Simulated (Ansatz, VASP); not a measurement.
SnTe: VASP beside Ansatz

INCAR

```
SYSTEM = SnTe
PREC = Accurate ; ENCUT = 520
EDIFF = 1E-7 ; ISMEAR = -1
SIGMA = 0.02 ; LREAL = .False.
LASPH = .True. ; NELM = 100
ALGO = Fast ; ISIF = 2
LWAVE = .False. ; LCHARG = .False.
GGA = PE ; NBANDS = 17
```

The input KPOINTS:

```
Automatic mesh
0
Gamma
  8 8 8
  0 0 0
```

The input POSCAR:

```
SnTe
1.0
    0.0000000000      3.1893300331      3.1893300331
    3.2751230110      0.0000000000      3.1893300331
    3.2751230110      3.1893300331      0.0000000000
Sn Te
1 1
Direct
    0.0000000000      0.0000000000      0.0000000000
    0.5000000000      0.5000000000      0.5000000000
```

Input for Ansatz:

```yaml
crystal:
  lattice:
    - [0.0, 3.1893300331, 3.1893300331]
    - [3.275123011, 0.0, 3.1893300331]
    - [3.275123011, 3.1893300331, 0.0]
  atoms:
    - { symbol: Sn, position: [0.0, 0.0, 0.0] }
    - { symbol: Te, position: [0.5, 0.5, 0.5] }
kpoints:
  mp_grid: { grid: [8, 8, 8] }
  band_path:
    path:
      - [0.0, 0.0, 0.0]
      - [0.5, 0.0, 0.5]
      - [0.625, 0.25, 0.625]
      - [0.375, 0.375, 0.75]
      - [0.5, 0.5, 0.5]
      - [0.5, 0.25, 0.75]
    npoints: 1
hamiltonian:
  xc: pbe
scf:
  occupations: { method: fermi_dirac, width: 0.02 }
  n_extra_bands: 4
output:
  forces: true
  stress: true
  eigenvalues: true
```

Change from the starting cell: uniaxial_x strain +2.7%.

Alike in both runs: task single point; functional PBE; k mesh 8 × 8 × 8; occupations fermi-dirac, width 0.02 eV; no spin polarisation.

|  | VASP | Ansatz |
| --- | --- | --- |
| version | VASP 6.6.1 | Ansatz 0.2.0 |
| potentials or method | VASP PAW PBE potentials, release 64 (Sn_d, Te) | plane waves, PAW |
| plane-wave cutoff (eV) | 520 | 420 |
| valence electrons in the cell | 20 | 30 |

|  | VASP | Ansatz | Ansatz less VASP |
| --- | --- | --- | --- |
| pressure (GPa) | -0.4 | -0.4 | +0.02 |
| largest component of the traceless stress (GPa) | 1.76 | 1.75 | -0.003 |

With one functional, cell and mesh, what is left measures potentials, basis and numerics. The two sets of potentials don't hold the same shells in valence.

Caveats: spin-orbit coupling is left out, which moves the levels of the heavy elements. A k mesh can miss the band edges.
